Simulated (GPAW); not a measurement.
Na in GPAW: convergence with convergence criteria

Input of the first run (convergence criteria density=0.001 energy=0.01 eigenstates=0.0001); the others differ in this setting and in those tied to it:

The input run.py:

```python
from ase.dft.bandgap import bandgap
from ase.io import read, write
from ase.units import GPa
from gpaw import GPAW, PW, setup_paths

setup_paths.insert(0, '.')

atoms = read('Na.xyz')

calc = GPAW(mode=PW(800),
            xc='PBEsol',
            kpts={'size': (9, 9, 9), 'gamma': True},
            occupations={'name': 'fermi-dirac', 'width': 0.05},
            nbands=10,
            convergence={'density': 0.001, 'energy': 0.01, 'eigenstates': 0.0001},
            maxiter=100,
            txt='gpaw.txt')
atoms.calc = calc
energy = atoms.get_potential_energy()
forces = atoms.get_forces()
stress = atoms.get_stress()
calc.write('gs.gpw')
write('result.traj', atoms)
print(f'Energy: {energy:.6f} eV')
print('Forces (eV/A):')
print(forces.round(4))
print('Stress (GPa):', (stress / GPa).round(3))
print('Fermi level:', round(calc.get_fermi_level(), 4), 'eV')
print(f'Gap: {bandgap(calc)[0]:.4f} eV, direct: {bandgap(calc, direct=True)[0]:.4f} eV')
```

The input Na.xyz:

```xyz
1
Lattice="-2.1410000000 2.1410000000 2.1410000000 2.1410000000 -2.1410000000 2.1410000000 2.1410000000 2.1410000000 -2.1410000000" Properties=species:S:1:pos:R:3 pbc="T T T"
Na     0.0000000000      0.0000000000      0.0000000000
```

Potentials or basis: PAW data sets generated in the run's folder for this functional, pw.

The run is started by

```sh
$ gpaw-setup -f PBEsol Na
$ OMP_NUM_THREADS=1 python run.py
```

Hardware: 1 thread of Arm Neoverse V1, with other jobs on the host.

| convergence criteria | energy less the tightest run, at zero smearing (meV/atom) | SCF cycles | CPU time (s) | peak memory (GiB) |
| --- | --- | --- | --- | --- |
| density=0.001 energy=0.01 eigenstates=0.0001 | 0.00 | 5 | 7.9 | 0.16 |
| default | 0.00 | 7 | 10 | 0.16 |
| density=1e-05 energy=1e-05 | 0.00 | 8 | 11 | 0.16 |
| density=1e-05 forces=0.0001 | 0.00 | 9 | 12 | 0.16 |
| density=1e-06 energy=1e-06 eigenstates=1e-10 | 0.00 | 9 | 12 | 0.16 |

Against the tightest run, the energy stays within 1 meV/atom from density=0.001 energy=0.01 eigenstates=0.0001 on. The tightest run that finished is the yardstick and may itself not be fully converged.
